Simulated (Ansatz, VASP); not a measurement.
# Ag: programs and potentials compared

The starting cell:

```
Ag
1.0
     0.00000    2.04275    2.04275
     2.04275    0.00000    2.04275
     2.04275    2.04275    0.00000
Ag
1
Cartesian
  0.0000 0.0000 0.0000
```

Alike in all runs: task relaxation of cell and atoms; functional PBEsol; dispersion D3(BJ); k mesh 11 × 11 × 11; occupations fermi-dirac, width 0.05 eV; no spin polarisation; no spin-orbit coupling.

```
                        program and potentials  plane-wave cutoff (eV)                                                                                          notes  equilibrium volume (Å³/atom)
                            Ansatz, Ansatz PAW                     420  potentials made for PBE, which Ansatz adapts in part; 19 valence electrons an atom on average                         15.89
                VASP, PBE PAW files Ag, 600 eV                     600                               potentials made for PBE; 11 valence electrons an atom on average                         15.86
Ansatz, all-electron LAPW, scalar-relativistic                       -                                                                                              -                         15.89
```

The equilibrium volume spans 15.86 (VASP, PBE PAW files Ag, 600 eV) to 15.89 Å³/atom (Ansatz, Ansatz PAW), with all-electron results at 15.89. Relaxations stop with a little pressure left, so the last digit of a volume isn't settled.

Differences between rows come from potentials, basis sets and numerical settings, since the functional is the same but for its coding. Runs on potential files found faulty are left out.

The three treatments give practically the same equilibrium volume for silver, with the all-electron result at 15.89 Å³/atom and both PAW results at or close to it. Treating the outer core states explicitly, with 19 rather than 11 valence electrons, makes no appreciable difference. This is expected near equilibrium, where cohesion comes from the 5s electrons and their hybridisation with the filled 4d shell, while the 4s and 4p shells are compact and barely overlap between neighbours. The use of PBE-made potentials with PBEsol also appears harmless for this property.

Agreement between programs is not agreement with experiment, however. All three volumes lie well below that of the starting cell, which is close to the measured lattice of silver. The likely cause is the pairwise dispersion term, which adds attraction to a functional that already binds noble metals rather tightly and neglects much of the screening by conduction electrons. Close agreement at equilibrium doesn't establish equal accuracy under strong compression, where core overlap matters more.
